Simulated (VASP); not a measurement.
A run of VASP 6.6.1 is set up as follows.

The input INCAR:

```
SYSTEM = ZnO
  PREC = Accurate
  ENCUT = 600
  EDIFF = 1E-6
  ISMEAR = 0
  SIGMA = 0.03
  LREAL = .FALSE.
  LASPH = .TRUE.
  NELM = 80
  ALGO = Normal
  ISIF = 3
  LWAVE = .FALSE.
  LCHARG = .FALSE.
  GGA = CA
  IBRION = 2
  NSW = 90
  EDIFFG = -0.01
  KPAR = 2
```

The input KPOINTS:

```
regular mesh
0
G
  9 9 5
  0 0 0
```

POSCAR

```
ZnO
1.0
    3.2493080000      0.0000000000      0.0000000000
   -1.6246540000      2.8139832727      0.0000000000
    0.0000000000      0.0000000000      5.2057090000
Zn O
2 2
Direct
    0.3333333333      0.6666666667      0.5000000000
    0.6666666667      0.3333333333      0.0000000000
    0.6666666667      0.3333333333      0.3790100000
    0.3333333333      0.6666666667      0.8790100000
```

Potentials or basis: VASP PAW LDA potentials, release 64 (Zn, O).

Command:

```sh
$ cat potpaw_LDA.64/Zn/POTCAR potpaw_LDA.64/O/POTCAR > POTCAR
$ mpirun -np 2 vasp_std > vasp.out
```

Question: What does it give for the relaxed volume?

Answer: 11.40 Å³/atom.

Question: Estimate the band gap on the k mesh.

Answer: 0.80 eV, direct.

Question: Estimate the space group after relaxing (to 0.05 Å).

Answer: P6_3mc (No. 186).

Step by step:
```
step  energy change (eV)  largest force (eV/Å)  pressure (GPa)  volume (Å³)
   1              0.0000                0.0554           -6.25        47.60
   2             -0.0262                0.0408            4.43        44.47
   3             -0.0413                0.0024            0.05        45.61
   4             -0.0413                0.0043           -0.06        45.65
   5             -0.0414                0.0188           -0.27        45.66
   6             -0.0414                0.0185           -0.15        45.66
   7             -0.0415                0.0183            0.08        45.59
   8             -0.0415                0.0185            0.09        45.58
   9             -0.0416                0.0020            0.14        45.58
  10             -0.0416                0.0030            0.05        45.59
  11             -0.0416                0.0038            0.01        45.62
```

As with any semilocal functional, this LDA gap is likely too small. LDA usually gives volumes a few per cent too small.
